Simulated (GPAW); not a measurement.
Runs of GPAW 26.7.0 on BN. Symmetry: P6_3/mmc, No. 194, hexagonal system. The conventional cell has a = 2.498 Å, b = 2.498 Å, c = 6.636 Å, α = 90.00°, β = 90.00°, γ = 120.00°. Around N (site symmetry -6m2) lie 3 B at 1.44 Å. B (site symmetry -6m2) has 3 N at 1.44 Å as nearest neighbours. 

```csv
task,level,potentials or basis,cell,k mesh,cutoff (eV),smearing,band path,band points,optimizer,fmax,max steps,mesh quality,gap on the mesh (eV),pressure (GPa),relaxed volume (Å³/atom),largest force (eV/Å)
band structure,r2SCAN,"GPAW PAW data sets (gpaw-data 1.2.1), pw",as given,9 × 9 × 3,800,fermi-dirac 0.05 eV,"GMKGALHA,LM,KH",100,-,-,-,not flagged,5.02,0.2,-,0.01
relaxation of cell and atoms,PBEsol+D3,"PAW data sets generated in the run's folder for this functional, pw",relaxed,9 × 9 × 3,800,fermi-dirac 0.05 eV,-,-,BFGS,0.02 eV/Å,60,not flagged,(a),0.0,8.55,-
single point,PBE,"GPAW PAW data sets (gpaw-data 1.2.1), pw",as given,12 × 12 × 4,800,fermi-dirac 0.05 eV,-,-,-,-,-,not flagged,4.29,4.3,-,-
relaxation of cell and atoms,PBE,"GPAW PAW data sets (gpaw-data 1.2.1), pw",relaxed,9 × 9 × 3,800,fermi-dirac 0.05 eV,-,-,FIRE,0.02 eV/Å,60,not flagged,4.50,-0.1,9.93,0.01
relaxation of cell and atoms,PBEsol+D4,"PAW data sets generated in the run's folder for this functional, pw",relaxed,9 × 9 × 3,800,fermi-dirac 0.05 eV,-,-,BFGS,0.02 eV/Å,60,not flagged,4.26,-0.2,8.51,0.01
single point,TB-mBJ,"GPAW PAW data sets for LDA (gpaw-data 1.2.1), pw",as given,9 × 9 × 3,800,fermi-dirac 0.05 eV,-,-,-,-,-,not flagged,6.10,-,-,-
band structure,LDA,"the program's PAW data sets (release 1.2.1) made for this functional, pw",as given,9 × 9 × 3,800,fermi-dirac 0.05 eV,"GMKGALHA,LM,KH",80,-,-,-,not flagged,4.25,-3.7,-,-
band structure,RPBE,"the program's PAW data sets (release 1.2.1) made for this functional, pw",as given,9 × 9 × 3,800,fermi-dirac 0.05 eV,"GMKGALHA,LM,KH",60,-,-,-,not flagged,(b),8.3,-,-
band structure,PBE,"PAW data sets generated in the run's folder for this functional, pw",as given,9 × 9 × 3,800,fermi-dirac 0.05 eV,"GMKGALHA,LM,KH",80,-,-,-,not flagged,4.43,4.3,-,-
relaxation of cell and atoms,revPBE+D3,"the program's PAW data sets (release 1.2.1) made for this functional, pw",relaxed,9 × 9 × 3,800,fermi-dirac 0.05 eV,-,-,LBFGS,0.02 eV/Å,60,not flagged,4.44,0.0,8.70,0.01
```

Alike in all rows: no spin polarisation.

Problem. Estimate the missing entries.

Solution. (a) 4.27; (b) 4.53.

Caveats: an odd mesh through Γ misses points on the zone boundary, where band edges often lie (some runs); the mesh misses the band edges, which the band path finds closer together (some runs); later steps reuse the first step's grids (some runs); this functional lacks dispersion, which binds the layers, so the pressure and a relaxed spacing across them are unreliable (some runs); the PAW data sets were made with another functional, which shifts forces and pressure a little (some runs); the volume moved by +11 % from the deposited cell, more than functionals usually miss (some runs); a model potential gives levels but no total energy (some runs).

Not every run made on this cell is shown here.
